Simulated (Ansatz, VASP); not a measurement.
## Two plane-wave programs on Pd

File INCAR:

```
SYSTEM = Pd
ALGO = Normal ; EDIFF = 1E-7
ENCUT = 520 ; GGA = PS
GGA_COMPAT = .FALSE. ; ISIF = 2
ISMEAR = -1 ; LASPH = .TRUE.
LCHARG = .TRUE. ; LMAXMIX = 4
LORBIT = 11 ; LORBMOM = .TRUE.
LREAL = .FALSE. ; LSORBIT = .TRUE.
LVHAR = .TRUE. ; LWAVE = .FALSE.
MAGMOM = 0 0 0 0 0 0 ; NBANDS = 32
NELM = 150 ; PREC = Accurate
SIGMA = 0.05
```

Contents of KPOINTS:

```
k-points
0
G
  11 11 6
  0 0 0
```

POSCAR

```
Pd
1.0
    2.7836650458      0.0000000000      0.0000000000
   -1.3918325229      2.4107246453      0.0000000000
    0.0000000000      0.0000000000      4.6288930000
Pd
2
Direct
    0.3333333333      0.6666666667      0.2500000000
    0.6666666667      0.3333333333      0.7500000000
```

input.yaml

```yaml
crystal:
  lattice:
    - [2.7836650458, 0.0, 0.0]
    - [-1.3918325229, 2.4107246453, 0.0]
    - [0.0, 0.0, 4.628893]
  atoms:
    - { symbol: Pd, position: [0.3333333333, 0.6666666667, 0.25] }
    - { symbol: Pd, position: [0.6666666667, 0.3333333333, 0.75] }
hamiltonian:
  xc: pbesol
  pseudopotentials: { kind: paw_fr }
magnetization:
  noncollinear: true
  spin_orbit: true
kpoints:
  mp_grid: { grid: [11, 11, 6] }
  band_path:
    path:
      - [[0.0, 0.0, 0.0], [0.5, 0.0, 0.0], [0.3333333333, 0.3333333333, 0.0], [0.0, 0.0, 0.0], [0.0, 0.0, 0.5], [0.5, 0.0, 0.5], [0.3333333333, 0.3333333333, 0.5], [0.0, 0.0, 0.5]]
      - [[0.5, 0.0, 0.5], [0.5, 0.0, 0.0]]
      - [[0.3333333333, 0.3333333333, 0.0], [0.3333333333, 0.3333333333, 0.5]]
    npoints: 14
scf:
  occupations: { method: fermi_dirac, width: 0.05 }
  n_extra_bands: 6
output:
  forces: true
  stress: true
  eigenvalues: true
  fatbands: false
  write_density: true
  write_potential: true
  elf: true
  volumetric_format: npy
```

This isn't the form of Pd at room conditions, which is fcc.

Alike in both runs: functional PBEsol; k mesh 11 × 11 × 6; occupations fermi-dirac, width 0.05 eV; non-collinear spin, spin-orbit coupling.

|  | VASP | Ansatz |
| --- | --- | --- |
| version | VASP 6.6.1 | Ansatz 0.2.0 |
| potentials or method | VASP PAW PBE potentials, release 64 (Pd) | Ansatz PAW |
| plane-wave cutoff (eV) | 520 | 420 |
| valence electrons in the cell | 20 | 36 |
| task | single point | band structure |

```tsv
	VASP	Ansatz	Ansatz less VASP
gap on the k mesh at the Fermi level (eV)	none	none	-
pressure (GPa)	-10.4	-10.2	+0.22
largest component of the traceless stress (GPa)	0.10	0.15	+0.053
net moment per atom (μB)	0.00	0.00	0.000
```

A gap of «none» marks a metal or a gap that the smearing closes. The two sets of potentials don't hold the same shells in valence.

Caveats: the PAW data sets were made with another functional, which shifts forces and pressure a little (VASP); the PAW data sets come from PBE, with cores solved anew for the run's functional, which leaves a small shift of forces and pressure (Ansatz).
